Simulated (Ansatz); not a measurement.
A plane-wave DFT run in Ansatz 0.2.0 (scalar-relativistic PAW potentials unless the input names others): input and command.

```yaml
crystal:
  lattice:
    - [6.1769752225, -1.5335998513, 0.0091774614]
    - [6.1769752225, 1.5335998513, 0.0091774614]
    - [-1.3934284464, 0.0, 5.6802457836]
  atoms:
    - { symbol: Ga, position: [0.0904577134, 0.0904577134, 0.795144769] }
    - { symbol: Ga, position: [0.9095422866, 0.9095422866, 0.204855231] }
    - { symbol: Ga, position: [0.6588403019, 0.6588403019, 0.3137656962] }
    - { symbol: Ga, position: [0.3411596981, 0.3411596981, 0.6862343038] }
    - { symbol: O, position: [0.165549731, 0.165549731, 0.1089820409] }
    - { symbol: O, position: [0.834450269, 0.834450269, 0.8910179591] }
    - { symbol: O, position: [0.1731645043, 0.1731645043, 0.5628174393] }
    - { symbol: O, position: [0.8268354957, 0.8268354957, 0.4371825607] }
    - { symbol: O, position: [0.4962237997, 0.4962237997, 0.2556412444] }
    - { symbol: O, position: [0.5037762003, 0.5037762003, 0.7443587556] }
basis:
  ecutwfc: 420
kpoints:
  mp_grid: { grid: [10, 10, 6] }
hamiltonian:
  xc: pbe
  dispersion: d3bj
scf:
  occupations: { method: gaussian, width: 0.02 }
output:
  forces: true
  eigenvalues: true
  stress: true
total_charge: 1
```

```bash
ansatz run input.yaml --threads 2 --pin off --max-ram 5120MiB --backend cpu --events-out ev --progress --plain --runs-dir out
```

Abridged log:
```
Basis set: ecut = 420 eV, 2085 PW (Γ), FFT grids on a1−a2, a2, a3, exchange–correlation on 48×90×80 points (8 copies of the dense FFT grid, shifted against one another)
Bands: 54, of which v1, the nominal top of the filled ones, is band 44 counted from 1 (43 counted from 0)
Symmetry: 4 space group operations
k-points: 172 of 600
SCF iter   1: F=—  HF=-18550.304729 eV  |F-HF|=—  |Δ(HF+E_count)|=         —  Δρ=5.20e-2  dr2=1.99e0  ethr=1.77e-3  ⟨swp⟩=6.2  Hψ=34075  notcnv=0  defer=21
SCF iter   2: F=—  HF=-18549.907982 eV  |F-HF|=—  |Δ(HF+E_count)|=   3.97e-1  Δρ=3.20e-2  dr2=6.38e-1  ethr=1.77e-3  ⟨swp⟩=3.0  Hψ=19366  notcnv=0  defer=675
SCF iter   3: F=—  HF=-18549.583819 eV  |F-HF|=—  |Δ(HF+E_count)|=   3.24e-1  Δρ=1.33e-2  dr2=1.94e-1  ethr=7.34e-4  ⟨swp⟩=3.0  Hψ=16701  notcnv=0  defer=675
SCF iter   4: F=—  HF=-18549.524335 eV  |F-HF|=—  |Δ(HF+E_count)|=   5.95e-2  Δρ=6.54e-3  dr2=4.56e-2  ethr=2.23e-4  ⟨swp⟩=2.0  Hψ=16194  notcnv=0  defer=675
SCF iter   5: F=—  HF=-18549.524744 eV  |F-HF|=—  |Δ(HF+E_count)|=   4.09e-4  Δρ=1.54e-3  dr2=2.47e-3  ethr=5.24e-5  ⟨swp⟩=2.4  Hψ=15933  notcnv=0  defer=675
SCF iter   6: F=—  HF=-18549.524646 eV  |F-HF|=—  |Δ(HF+E_count)|=   9.81e-5  Δρ=4.18e-4  dr2=1.32e-4  ethr=2.84e-6  ⟨swp⟩=2.1  Hψ=16837  notcnv=0  defer=680
SCF iter   7: F=—  HF=-18549.524700 eV  |F-HF|=—  |Δ(HF+E_count)|=   5.36e-5  Δρ=2.20e-4  dr2=3.92e-5  ethr=1.51e-7  ⟨swp⟩=2.0  Hψ=15046  notcnv=0  defer=680
SCF iter   8: F=—  HF=-18549.524804 eV  |F-HF|=—  |Δ(HF+E_count)|=   1.04e-4  Δρ=1.16e-4  dr2=1.43e-5  ethr=4.51e-8  ⟨swp⟩=2.5  Hψ=15050  notcnv=0  defer=680
SCF iter   9: F=—  HF=-18549.524805 eV  |F-HF|=—  |Δ(HF+E_count)|=   9.52e-7  Δρ=4.34e-5  dr2=3.00e-6  ethr=1.64e-8  ⟨swp⟩=1.0  Hψ=8596  notcnv=0  defer=680
SCF iter  10: F=—  HF=-18549.524804 eV  |F-HF|=—  |Δ(HF+E_count)|=   2.69e-7  Δρ=1.57e-5  dr2=3.34e-7  ethr=3.45e-9  ⟨swp⟩=1.0  Hψ=8595  notcnv=0  defer=680
SCF iter  11: F=-18549.524804 eV  HF=-18549.524804 eV  |F-HF|=2.51e-10  |Δ(HF+E_count)|=   2.25e-8  Δρ=1.82e-6  dr2=2.02e-9  ethr=1.15e-10  ⟨swp⟩=10.6  Hψ=36560  notcnv=0
SCF 1 converged in 11 iterations: F = -18549.524804 eV  dr2 = 2.02e-9
SCF converged after 11 iterations
Free energy (F): -18549.524804 eV
Harris-Foulkes:  -18549.524804 eV  (|F-HF|=2.51e-10)
Internal energy: -18549.523600 eV  (E = F + TS)
E sigma→0 (E₀):  -18549.524202 eV
Entropy (-TS):   -0.001204 eV (-0.120 meV/atom)
Fermi energy:    7.196638 eV
  E_disp       = -1.943955  (pairwise vdW)
--- Forces (eV/Å), atoms counted from 1 ---
  atom   1  Ga     0.44639132     0.00000000    -0.26999357
  atom   2  Ga    -0.44639132     0.00000000     0.26999357
  atom   3  Ga     0.31351920     0.00000000     0.50994107
  atom   4  Ga    -0.31351920     0.00000000    -0.50994107
  atom   5  O     -0.03733939     0.00000000    -0.01692975
  atom   6  O      0.03733939     0.00000000     0.01692975
  atom   7  O     -0.10952061     0.00000000    -0.00819163
  atom   8  O      0.10952061     0.00000000     0.00819163
  atom   9  O      0.21889089     0.00000000     0.11116551
  atom  10  O     -0.21889089     0.00000000    -0.11116551
--- Stress (GPa, compression-positive) ---
        4.866997       0.000000       1.441800
        0.000000       7.113195       0.000000
        1.441800       0.000000       2.244986
  P = ⅓ Tr σ = 4.7417 GPa (47.417 kbar)
```

Apart from outputs, empty bands and the relaxation, which only the reference makes, the input differs from a reference run on usual settings in total_charge: not typed → 1. The reference, at the same geometry, ended its own course with pressure -0.01 GPa, largest force 0.001 eV/Å, gap on the mesh 2.15 eV. This run converged in 11 SCF iterations with a total energy on another zero, pressure 4.74 GPa (with the neutralising background of the charged cell), largest force 0.599 eV/Å, no gap on the mesh.

The run took 31 s on 2 threads of Arm Neoverse V2, on a shared host, peak memory 0.87 GiB.